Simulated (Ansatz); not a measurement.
Here is the system:

```yaml
crystal:
  lattice:
    - [4.12163, -4.12163, -4.12163]
    - [-4.12163, 4.12163, -4.12163]
    - [4.12163, 4.12163, 4.12163]
  atoms:
    - { symbol: Ba, position: [0.50811, 0.50000, 0.99189] }
    - { symbol: Ba, position: [0.99189, 0.98378, 0.99189] }
    - { symbol: Ba, position: [0.99189, 0.50000, 0.50811] }
    - { symbol: Ba, position: [0.50811, 0.01622, 0.50811] }
    - { symbol: Sn, position: [0.48620, 0.50000, 0.48620] }
    - { symbol: Sn, position: [0.00000, 0.00000, 0.50000] }
    - { symbol: Sn, position: [0.01380, 0.50000, 0.01380] }
    - { symbol: Sn, position: [0.50000, 0.00000, 0.00000] }
    - { symbol: O, position: [0.75000, 0.00000, 0.25000] }
    - { symbol: O, position: [0.75000, 0.50000, 0.75000] }
    - { symbol: O, position: [0.25000, 0.00000, 0.75000] }
    - { symbol: O, position: [0.74712, 0.75117, 0.49596] }
    - { symbol: O, position: [0.24479, 0.24883, 0.49596] }
    - { symbol: O, position: [0.25521, 0.75117, 0.00404] }
    - { symbol: O, position: [0.75288, 0.24883, 0.00404] }
    - { symbol: O, position: [0.49596, 0.24883, 0.24479] }
    - { symbol: O, position: [0.00404, 0.75117, 0.25521] }
    - { symbol: O, position: [0.00404, 0.24883, 0.75288] }
    - { symbol: O, position: [0.49596, 0.75117, 0.74712] }
```

Spin-polarised, with starting moments of sign Ba0 Ba0 Ba0 Ba0 Sn+ Sn0 Sn+ Sn0 O0 O0 O0 O0 O0 O0 O0 O0 O0 O0 O0.

Level of theory: PBEsol (Ansatz, a quantum-chemistry and plane-wave program, PAW, scalar-relativistic without spin-orbit coupling), earlier PAW set. k-mesh 4×4×4 (Γ-centred); smearing 0.01 eV (Fermi–Dirac).

Task: Predict the pressure and gap of the supercell.

Result: 
```json
{
  "pressure": "1.4 GPa",
  "gap_of_the_supercell": "1.02 eV"
}
```

The magnetic state is the one reached from the starting moments; the real material's order can differ, and small cells can't hold many antiferromagnetic ones. The cell is small, so the values are those of an ordered compound at a high defect concentration; dilute-limit values will differ. The defect started on the symmetric site and kept its symmetry, so it may sit on a saddle. Starting moments died away, wholly or in part, for O vacancy; another magnetic solution may exist. The cell was made from BaSnO3 in the cubic perovskite structure (space group Pm-3m, No. 221) by this change: O vacancy. The defect cell is spin-polarised and ends with 0.0 μB.
